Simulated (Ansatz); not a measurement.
`Oc1ccccn1` + H₂ → `c1ccncc1` + H₂O at 600 K and 1 bar (hydrogenolysis of a C–O bond).

Computed with Ansatz on PBE0-D4/def2-TZVP structures; ΔE is electronic, products minus reactants. CCSD(T)/CBS adds triple-zeta CCSD(T) − MP2 to the extrapolated MP2 energy (def2 sets, frozen cores). This one scheme is used for every species. Each species was taken in one conformer, which may not be the lowest.

```json
{"species": "`Oc1ccccn1`", "CCSD(T)/CBS energy (Eh)": "-323.14526", "H − E (kJ/mol)": "303.3", "S (J/(mol·K))": "397.6"}
{"species": "H₂", "CCSD(T)/CBS energy (Eh)": "-1.17544", "H − E (kJ/mol)": "43.9", "S (J/(mol·K))": "150.8"}
{"species": "`c1ccncc1`", "CCSD(T)/CBS energy (Eh)": "-247.95918", "H − E (kJ/mol)": "281.9", "S (J/(mol·K))": "357.8"}
{"species": "H₂O", "CCSD(T)/CBS energy (Eh)": "-76.37941", "H − E (kJ/mol)": "76.8", "S (J/(mol·K))": "212.8"}
```

H − E and S are ideal-gas, rigid-rotor, harmonic terms from PBE0-D4/def2-TZVP, for one conformer and one mirror image of each species. For small species the MP2-based limit differs from directly extrapolated CCSD(T) by up to some mEh (0.8 for H₂); such offsets cancel only in part. 1 Eh = 2625.50 kJ/mol, R = 8.31446 J/(mol·K).

Question: By hand: ΔE, ΔH, ΔS and ΔG.

Answer: ΔE = (-247.95918) + (-76.37941) − (-323.14526) − (-1.17544) = -0.01789 Eh = -47.0 kJ/mol. Δ(H − E) = 281.9 + 76.8 − 303.3 − 43.9 = 11.5, so ΔH = -35.5 kJ/mol. ΔS = 357.8 + 212.8 − 397.6 − 150.8 = 22.2 J/(mol·K). ΔG = -35.5 − 600 × (22.2)/1000 = -48.8 kJ/mol.

Question: By hand: the equilibrium constant, and the temperature at which ΔG would vanish if ΔH and ΔS stayed fixed.

Answer: log₁₀ K = −ΔG/(RT ln 10) = 4.2. ΔH and −TΔS have one sign here, so there is no such temperature.

TΔS isn't small against ΔH here. A doubt of 5 kJ/mol in ΔE shifts log₁₀ K by 0.4 here. Other conformers and mirror images would add mixing entropy, several J/(mol·K) or more a flexible species. These are equilibria of isolated gas molecules and say nothing of rates. Largest T1 diagnostic: 0.014 (customary marks: 0.02 for closed shells, 0.045 for open ones).
